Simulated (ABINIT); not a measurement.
Crystal: Bi2Se3 (Paraguanajuatite).

```
CELL_PARAMETERS angstrom
2.07150 1.19598 9.54533
-2.07150 1.19598 9.54533
0.00000 -2.39196 9.54533
ATOMIC_POSITIONS crystal
Bi 0.59920 0.59920 0.59920
Bi 0.40080 0.40080 0.40080
Se 0.78830 0.78830 0.78830
Se 0.21170 0.21170 0.21170
Se 0.00000 0.00000 0.00000
```

Base run:

```yaml
Program: ABINIT 10.8.3 (patched build)
Functional: PBE
Potentials_or_basis: PseudoDojo NC SR PBE v0.4.1 standard
Cutoff: 1061 eV
k_mesh: 6 × 6 × 6
Occupations: fermi-dirac, width 0.05 eV
Spin: no spin polarisation
```

Its results: band gap on the k mesh 0.22 eV, direct; pressure 2.3 GPa; largest force 0.201 eV/Å.

**Question.** The run is repeated on the same cell with these changes: functional from PBE to LDA; potentials or basis from PseudoDojo NC SR PBE v0.4.1 standard to PseudoDojo NC SR LDA v0.4.1 standard. What comes out?

**Answer.** Band gap on the k mesh 0.10 eV, direct; pressure -2.1 GPa; largest force 0.160 eV/Å.

Caveats: spin-orbit coupling is left out, which as a rule narrows the gap of such compounds by several tenths of an eV.

A k mesh can miss the band edges.

Not every run made on this cell is shown here.
